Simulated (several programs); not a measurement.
## Many methods on one cell: Sb (puckered monolayer)

Sb (puckered monolayer), relaxed with r2SCAN in Ansatz, was computed with several methods. In-plane lattice: a = 5.129 Å, b = 4.240 Å, γ = 90.0°; thickness between the outer nuclei 2.78 Å. Sb has 3 Sb at 2.84–2.88 Å. No spin polarisation. The prototype was imposed, so other structures may be more stable.

```
Sb
1.0
     5.12941    0.00000    0.00000
     0.00000    4.24008    0.00000
     0.00000    0.00000   29.02170
Sb
4
Direct
  0.05942 0.00000 0.37522
  0.44058 0.50000 0.37522
  0.55942 0.50000 0.27947
  0.94058 0.00000 0.27947
```
Periodic in the plane only; c spans the vacuum.

Gaps and times are for a single point on this cell. Times are rough, from shared hosts (AMD EPYC 7R13 Processor; Arm Neoverse V1; NVIDIA H100 80GB HBM3), and each method has its own mesh and cell size. PM6 (MOPAC), PM7 (MOPAC), GFN1-xTB (tblite) treat a cluster of cells at its zone centre, which samples few k points: where these miss a band edge, the gap comes out too large for that reason alone. Gaps from k meshes are read at a limited set of points (mesh, symmetry points, PBE's band edges), so each method's own least gap may be somewhat smaller. xTB and the PM methods were fitted mostly to molecules, and can miss a solid's gap by electronvolts. Minimal bases can be far off for gaps. Times of the plane-wave ladder aren't listed, since it ran on unlike processors and cards. d marks a direct gap, i an indirect one (no mark: not told apart), a dash a value that wasn't computed or didn't pass its checks.

```tsv
method	kind	gap (eV)	atoms computed	processor time
GFN1-xTB (tblite)	tight binding	1.38	cluster	0.87 s
PM6 (MOPAC)	semi-empirical	5.80	cluster	1.3 s
PM7 (MOPAC)	semi-empirical	3.92	cluster	1.9 s
light PBE (260 eV and a coarse mesh)	light plane-wave	0.34 i	4	4.8 s
PBE/single zeta (GPAW)	small basis	0.23 d	4	5.7 s
PBE+SOC	semilocal	0.30 i	4	–
LDA	semilocal	0.31 d	4	–
PBE	semilocal	0.36 i	4	–
LC-ωPBE	hybrid	5.21 i	4	–
PBE0	hybrid	1.15 d	4	–
HSE06	hybrid	0.76 i	4	–
r2SCAN0	hybrid	1.35 d	4	–
r2SCAN	semilocal	0.53 i	4	–
HSE06+SOC	hybrid	0.68 i	4	–
```

Against HSE06 (0.76 eV) and with closed or daggered gaps left aside, the nearest gap at the points sampled is that of HSE06+SOC (-0.08 eV) and the farthest that of PM6 (MOPAC) (+5.04 eV). HSE06 is only a yardstick of convenience, and nearness to it can be luck.

Runs without a result: GFN2-xTB (tblite) (single point), GLLB-SC (GPAW) (single point, out of time).

Only the rows marked +SOC include spin-orbit coupling.
